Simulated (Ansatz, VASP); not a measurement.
# InGaAs2 in two plane-wave programs, part 2 of 2

Wanted: the spread between two codes on one cell, functional and k mesh. The two relaxations start from unlike cells of this crystal (the structure described is Ansatz's start), so only their ends are compared.

VASP 6.6.1 and Ansatz 0.2.0.

So far: The starting structure; Ansatz: relaxation of cell and atoms, LDA.

### Step 3. VASP: relaxation of cell and atoms, LDA

Level of this step: LDA; plane waves and PAW (In_d, As, Ga_d) (VASP).

Its own start cell and the same functional (in two slightly different forms), mesh and smearing now go to VASP, with its own data sets.

Lines of VASP's logs that name or quote its potential files are left out, and so is its time.

INCAR

```
SYSTEM = InGaAs2
PREC = Accurate
ENCUT = 500
EDIFF = 1E-07
NELM = 120
ISMEAR = -1
SIGMA = 0.02
LREAL = .FALSE.
ALGO = Normal
GGA = CA
NBANDS = 89
LORBIT = 11
LWAVE = .FALSE.
LCHARG = .FALSE.
ISIF = 3
IBRION = 2
NSW = 80
EDIFFG = -0.005
LASPH = .TRUE.
GGA_COMPAT = .FALSE.
NELMIN = 4
KPAR = 4
```

POSCAR

```
InGaAs2
1.0
    4.1135543932      0.0000000000      0.0000000000
    0.0000000000      4.1135228492      0.0000000000
    0.0000000000      0.0000000000     23.3518169443
In As Ga
4 8 4
Direct
    0.0000000000      0.0000000000      0.0319033064
    0.5000001210      0.5000001210      0.1659519696
    0.0000000000      0.0000000000      0.3001223363
    0.5000001210      0.5000001210      0.4341715170
    0.5000001210      0.0000000000      0.0988776548
    0.0000000000      0.5000001210      0.2330360453
    0.5000001210      0.0000000000      0.3671913249
    0.0000000000      0.5000001210      0.5016539279
    0.5000001210      0.0000000000      0.6171501178
    0.0000000000      0.5000001210      0.7330514193
    0.5000001210      0.0000000000      0.8489553755
    0.0000000000      0.5000001210      0.9644201966
    0.0000000000      0.0000000000      0.5591123180
    0.5000001210      0.5000001210      0.6750902260
    0.0000000000      0.0000000000      0.7910082617
    0.5000001210      0.5000001210      0.9069876632
```

KPOINTS

```
Automatic mesh
0
Gamma
6 6 2
0 0 0
```

The projector-augmented-wave data sets are In_d, As and Ga_d (LDA family, release 64).

Run with:

```
mpirun -np 4 vasp_std
```

Numbers of over 12 decimals in the logs are rounded to 6 here.

Log:

```text
[banner, memory and clock lines left out]
running    4 mpi-ranks, on    1 nodes
 distrk:  each k-point on    1 cores,    4 groups
 distr:  one band on    1 cores,    1 groups

 POSCAR found type information on POSCAR InAsGa
 POSCAR found :  3 types and      16 ions
|                                                                             |
|           W    W    AA    RRRRR   N    N  II  N    N   GGGG   !!!           |
|           W    W   A  A   R    R  NN   N  II  NN   N  G    G  !!!           |
|           W    W  A    A  R    R  N N  N  II  N N  N  G       !!!           |
|           W WW W  AAAAAA  RRRRR   N  N N  II  N  N N  G  GGG   !            |
|           WW  WW  A    A  R   R   N   NN  II  N   NN  G    G                |
|           W    W  A    A  R    R  N    N  II  N    N   GGGG   !!!           |
|                                                                             |
|     Inconsistent Bravais lattice types found for crystalline and            |
|     reciprocal lattice:                                                     |
|                                                                             |
|        Crystalline: simple tetragonal                                       |
|        Reciprocal : simple orthorhombic                                     |
|                    (instead of simple tetragonal)                           |
|                                                                             |
|     In most cases this is due to inaccuracies in the specification of       |
|     the crytalline lattice vectors.                                         |
|                                                                             |
|     Suggested SOLUTIONS:                                                    |
|      ) Refine the lattice parameters of your structure,                     |
|      ) and/or try changing SYMPREC.                                         |
|                                                                             |

 LDA part: xc-table for (Slater(with rela. corr.)+CA(PZ))
 , standard interpolation
 POSCAR, INCAR and KPOINTS ok, starting setup
 FFT: planning ... GRIDC
 FFT: planning ... GRID_SOFT
 FFT: planning ... GRID
 WAVECAR not read
 entering main loop
       N       E                     dE             d eps       ncg     rms          rms(c)
DAV:   1     0.154416037173E+04    0.15442E+04   -0.59238E+04  6121   0.203E+03
DAV:   2     0.256454786613E+03   -0.12877E+04   -0.12364E+04  5768   0.603E+02
DAV:   3    -0.465081677425E+02   -0.30296E+03   -0.28706E+03  6523   0.237E+02
DAV:   4    -0.751046278744E+02   -0.28596E+02   -0.28039E+02  7102   0.696E+01
DAV:   5    -0.764894591180E+02   -0.13848E+01   -0.13761E+01  7912   0.164E+01    0.134E+01
DAV:   6    -0.746356975378E+02    0.18538E+01   -0.31768E+00  7992   0.138E+01    0.631E+00
DAV:   7    -0.743365832092E+02    0.29911E+00   -0.16857E+00  8096   0.437E+00    0.168E+00
DAV:   8    -0.743126135731E+02    0.23970E-01   -0.27364E-01  7648   0.377E+00    0.101E+00
DAV:   9    -0.743131604328E+02   -0.54686E-03   -0.20661E-02  7960   0.732E-01    0.725E-01
DAV:  10    -0.743093985736E+02    0.37619E-02   -0.10450E-02  8336   0.876E-01    0.445E-01
DAV:  11    -0.743093254794E+02    0.73094E-04   -0.27599E-03  7984   0.395E-01    0.906E-02
DAV:  12    -0.743093606881E+02   -0.35209E-04   -0.43728E-04  6776   0.154E-01    0.984E-02
DAV:  13    -0.743093611885E+02   -0.50038E-06   -0.80577E-05  8864   0.811E-02    0.584E-02
DAV:  14    -0.743093626005E+02   -0.14120E-05   -0.26842E-05  7792   0.263E-02    0.159E-02
DAV:  15    -0.743093624718E+02    0.12869E-06   -0.28347E-06  7096   0.206E-02    0.195E-02
DAV:  16    -0.743093623692E+02    0.10260E-06   -0.11496E-06  5312   0.103E-02    0.372E-03
DAV:  17    -0.743093623879E+02   -0.18743E-07   -0.33709E-07  4952   0.479E-03
   1 F= -.74309362E+02 E0= -.74308870E+02  d E =-.743094E+02
 curvature:   0.00 expect dE= 0.000E+00 dE for cont linesearch  0.000E+00
 trial: gam= 0.00000 g(F)=  0.461E-05 g(S)=  0.836E-06 ort = 0.000E+00 (trialstep = 0.100E+01)
 search vector abs. value=  0.545E-05
 bond charge predicted
       N       E                     dE             d eps       ncg     rms          rms(c)
DAV:   1    -0.743093733603E+02   -0.10991E-04   -0.70002E-04  8720   0.141E-01    0.196E-02
DAV:   2    -0.743093680278E+02    0.53325E-05   -0.39445E-05  7720   0.484E-02    0.755E-03
DAV:   3    -0.743093667574E+02    0.12704E-05   -0.49344E-06  8616   0.160E-02    0.337E-03
DAV:   4    -0.743093666818E+02    0.75641E-07   -0.51184E-07  5872   0.538E-03
   2 F= -.74309367E+02 E0= -.74308874E+02  d E =-.429387E-05
 trial-energy change:   -0.000004  1 .order   -0.000003   -0.000005   -0.000001
 step:   1.0680(harm=  1.1773)  dis= 0.00025  next Energy=   -74.309367 (dE=-0.432E-05)
 reached required accuracy - stopping structural energy minimisation
```

OUTCAR, selected parts (step 3):

```text
ion  position               nearest neighbor table
   1  0.000  0.000  0.032-   5 2.58   5 2.58  12 2.59  12 2.59
   2  0.500  0.500  0.166-   5 2.59   5 2.59   6 2.59   6 2.59
   3  0.000  0.000  0.300-   7 2.59   7 2.59   6 2.59   6 2.59
   4  0.500  0.500  0.434-   7 2.58   7 2.58   8 2.59   8 2.59
   5  0.500  0.000  0.099-   1 2.58   1 2.58   2 2.59   2 2.59
   6  0.000  0.500  0.233-   2 2.59   2 2.59   3 2.59   3 2.59
   7  0.500  0.000  0.367-   4 2.58   4 2.58   3 2.59   3 2.59
   8  0.000  0.500  0.502-  13 2.46  13 2.46   4 2.59   4 2.59
   9  0.500  0.000  0.617-  14 2.46  14 2.46  13 2.46  13 2.46
  10  0.000  0.500  0.733-  15 2.46  15 2.46  14 2.46  14 2.46
  11  0.500  0.000  0.849-  15 2.46  15 2.46  16 2.46  16 2.46
  12  0.000  0.500  0.964-  16 2.46  16 2.46   1 2.59   1 2.59
  13  0.000  0.000  0.559-   8 2.46   8 2.46   9 2.46   9 2.46
  14  0.500  0.500  0.675-   9 2.46   9 2.46  10 2.46  10 2.46
  15  0.000  0.000  0.791-  11 2.46  11 2.46  10 2.46  10 2.46
  16  0.500  0.500  0.907-  12 2.46  12 2.46  11 2.46  11 2.46

  LATTYP: Found a simple tetragonal cell.
 ALAT       =     4.1135543932
 C/A-ratio  =     5.6767979008

 Subroutine GETGRP returns: Found  4 space group operations
 (whereof  4 operations were pure point group operations)

The static configuration has the point symmetry C_2v.

 Found     32 irreducible k-points:

   k-points           NKPTS =     32   k-points in BZ     NKDIM =     32   number of bands    NBANDS=     89

   dimension x,y,z NGX =    30 NGY =   30 NGZ =  180
   dimension x,y,z NGXF=    60 NGYF=   60 NGZF=  360

   ENCUT  =  500.0 eV  36.75 Ry    6.06 a.u.   7.50  7.50 42.58*2*pi/ulx,y,z

   NELECT =     144.0000    total number of electrons

 k-points in reciprocal lattice and weights: Automatic mesh
   0.00000000  0.00000000  0.00000000       0.014
   0.16666667  0.00000000  0.00000000       0.028
   0.33333333  0.00000000  0.00000000       0.028
   0.50000000  0.00000000  0.00000000       0.014
   0.00000000  0.16666667  0.00000000       0.028
   0.16666667  0.16666667  0.00000000       0.056
   0.33333333  0.16666667  0.00000000       0.056
   0.50000000  0.16666667  0.00000000       0.028
   0.00000000  0.33333333  0.00000000       0.028
[...]
0.33333333  0.50000000  0.50000000       0.028
   0.50000000  0.50000000  0.50000000       0.014

 average (electrostatic) potential at core
       1 -96.1973       2 -96.2070       3 -96.2069       4 -96.1972       5 -53.1704
       6 -53.1692       7 -53.1703       8 -53.2633       9 -53.3554      10 -53.3564
      11 -53.3553      12 -53.2636      13 -67.1051      14 -67.0855      15 -67.0855
      16 -67.1054

 E-fermi :   4.3416

 k-point     1 :       0.0000    0.0000    0.0000
  band No.  band energies     occupation
    ...
     69       3.7410      2.00000
     70       4.2105      1.99715
     71       4.2381      1.98874
     72       4.3388      1.06816
     73       4.3389      1.06635
     74       5.3215      0.00000
     75       5.3219      0.00000
     76       5.7271      0.00000
     77       5.8061      0.00000
     78       6.1303      0.00000
    ...

 k-point     2 :       0.1667    0.0000    0.0000
  band No.  band energies     occupation
    ...
     68       3.5946      2.00000
     69       3.7494      2.00000
     70       3.7670      2.00000
     71       3.8689      2.00000
     72       4.2470      1.98244
     73       5.6100      0.00000
     74       5.6952      0.00000
     75       5.7578      0.00000
     76       5.8203      0.00000
     77       6.0383      0.00000
    ...

 k-point     3 :       0.3333    0.0000    0.0000
  band No.  band energies     occupation
    ...
     68       3.2049      2.00000
     69       3.2318      2.00000
     70       3.4199      2.00000
     71       3.6833      2.00000
     72       3.9598      2.00000
     73       5.4066      0.00000
     74       5.4960      0.00000
     75       5.7185      0.00000
     76       5.8151      0.00000
     77       6.1147      0.00000
    ...

  Total       -0.0218643     -0.0209683     -0.0143272      0.0000000      0.0000000      0.0000000
  in kB       -0.0886457     -0.0850131     -0.0580875      0.0000000      0.0000000      0.0000000
  external PRESSURE =      -0.0772487 kB  Pullay stress =       0.0000000 kB

  energy-cutoff  :      500.00
  volume of cell :      395.17
      direct lattice vectors                 reciprocal lattice vectors
     4.113660962  0.000000000  0.000000000     0.243092469  0.000000000  0.000000000
     0.000000000  4.113598091  0.000000000     0.000000000  0.243096184  0.000000000
     0.000000000  0.000000000 23.352725542     0.000000000  0.000000000  0.042821554

 POSITION                                       TOTAL-FORCE (eV/Angst)
 -----------------------------------------------------------------------------------
      0.00000      0.00000      0.74514         0.000000      0.000000      0.001949
      2.05683      2.05680      3.87539         0.000000      0.000000      0.001222
      0.00000      0.00000      7.00866         0.000000      0.000000     -0.001036
      2.05683      2.05680     10.13901         0.000000      0.000000     -0.000754
      2.05683      0.00000      2.30929         0.000000      0.000000      0.002592
      0.00000      2.05680      5.44203         0.000000      0.000000     -0.000313
      2.05683      0.00000      8.57474         0.000000      0.000000     -0.002224
      0.00000      2.05680     11.71504         0.000000      0.000000      0.000684
      2.05683      0.00000     14.41212         0.000000      0.000000      0.000960
      0.00000      2.05680     17.11872         0.000000      0.000000     -0.000264
      2.05683      0.00000     19.82534         0.000000      0.000000     -0.002242
      0.00000      2.05680     22.52194         0.000000      0.000000      0.000476
      0.00000      0.00000     13.05696         0.000000      0.000000      0.001572
      2.05683      2.05680     15.76526         0.000000      0.000000      0.000306
      0.00000      0.00000     18.47216         0.000000      0.000000     -0.000923
      2.05683      2.05680     21.18039         0.000000      0.000000     -0.002005
 -----------------------------------------------------------------------------------
    total drift:                               -0.001108     -0.001108      0.000683

  FREE ENERGIE OF THE ION-ELECTRON SYSTEM (eV)
  ---------------------------------------------------
  free  energy   TOTEN  =       -74.3093666818 eV

  energy  without entropy=      -74.3083810917  energy(sigma->0) =      -74.30887389

 reached required accuracy - stopping structural energy minimisation

 total charge
# of ion       s       p       d       tot
------------------------------------------
    1        0.865   0.785   9.889  11.540
    2        0.865   0.781   9.891  11.537
    3        0.865   0.781   9.891  11.537
    4        0.865   0.785   9.889  11.540
    5        1.226   1.593   0.025   2.843
    6        1.226   1.592   0.024   2.843
    7        1.226   1.593   0.025   2.843
    8        1.223   1.587   0.027   2.837
    9        1.222   1.578   0.030   2.830
   10        1.221   1.579   0.030   2.830
   11        1.222   1.578   0.030   2.830
   12        1.223   1.587   0.027   2.837
   13        0.895   0.784   9.992  11.671
   14        0.896   0.788   9.990  11.674
   15        0.896   0.788   9.990  11.674
   16        0.895   0.784   9.992  11.671
--------------------------------------------------
tot         16.833  18.963  79.742 115.537

[... 3 further parts left out ...]
```

The run keeps the 4 symmetry operations of its start, so it cannot find a distortion of lower symmetry.

### Step 4. Comparison

Known differences besides the potentials themselves: the two LDA forms differ slightly; the data sets hold 224 valence electrons in Ansatz (on its default PAW (the set named soft_2) files) and 144 in VASP; the cutoff is 420 eV in Ansatz and 500 eV in VASP; VASP's log shows a relativistic correction to its local exchange, Ansatz's none. Total energies have different zeros and are not compared.

Both answers:

```
                                         quantity  Ansatz    VASP  difference
                                      volume (Å³)  393.95  395.17     -0.31 %
edge a after relaxation, in the typed setting (Å)   4.110   4.114     -0.09 %
edge c after relaxation, in the typed setting (Å)  23.318  23.353     -0.15 %
```

### Step 5. What came out

```yaml
difference_in_volume_relaxation_of_cell_and_atoms_lda: -0.31 %
```

What this shows: The difference in volume is -0.31 % (relaxation of cell and atoms, LDA), within the 1.2 % picked in this series as the mark of a large difference, as far as the stopping tolerances let one tell. The data sets hold unlike numbers of valence electrons (224 in Ansatz and 144 in VASP), so part of the differences comes from the potentials. 1 further run of this series is not shown here. Such differences can come from data sets, numerical settings and the points named under the comparisons, not from the functional's error against experiment.

[Lines on the potential files, build, host, timing and source positions are cut from VASP's logs without a mark.]

[Logs are printed without paths, hosts, clocks, repeated set-up lines and the standing remarks that a program may print on its own settings, such as how far it seeks lower states.]

[Hosts, paths, dates, database ids (printed as entryN), source tags and the programs' standing remarks are cut or masked in the printed files.]
